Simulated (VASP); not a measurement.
Input of a VASP 6.6.1 run:

File INCAR:

```
PREC     = Accurate       # precision mode
ENCUT    = 600            # plane-wave cutoff, eV
EDIFF    = 1E-6           # SCF threshold, eV
ISMEAR   = 0              # smearing method
SIGMA    = 0.01           # smearing width, eV
LREAL    = False          # projectors in reciprocal space
LASPH    = True           # aspherical terms in the spheres
NELM     = 100            # most SCF steps
ALGO     = Normal         # electronic algorithm
ISIF     = 3              # what is computed and relaxed
LWAVE    = False          # write WAVECAR
LCHARG   = False          # write CHGCAR
IBRION   = 2              # ionic algorithm
NSW      = 80             # ionic steps
EDIFFG   = -0.001         # ionic threshold
PSTRESS  = 250.0
```

KPOINTS

```
Automatic mesh
0
Gamma
  8 8 8
```

The input POSCAR:

```
CaS
1.0
    0.0000000000      2.7818840150      2.7818840150
    2.7818840150      0.0000000000      2.7818840150
    2.7818840150      2.7818840150      0.0000000000
Ca S
1 1
Direct
    0.0000000000      0.0000000000      0.0000000000
    0.5000000000      0.5000000000      0.5000000000
```

Potentials or basis: VASP PAW LDA potentials, release 64 (Ca_sv, S).

The run is started by

```sh
$ cat potpaw_LDA.64/Ca_sv/POTCAR potpaw_LDA.64/S/POTCAR > POTCAR
$ mpirun -np 1 vasp_std > vasp.out
```

(1) What does it give for the relaxed cell?

(2) Estimate the space group after relaxing (to 0.05 Å).

(3) What does it give for the relaxed volume?

Results:

(1) a = 3.649 Å, b = 3.649 Å, c = 3.649 Å, α = 60.00°, β = 60.00°, γ = 60.00°.

(2) Fm-3m (No. 225).

(3) 17.18 Å³/atom.

Caveat: the cell is relaxed towards a set pressure, so the enthalpy falls and the energy may rise; the volume moved by over 15 % at a fixed basis, so the end points are rough.
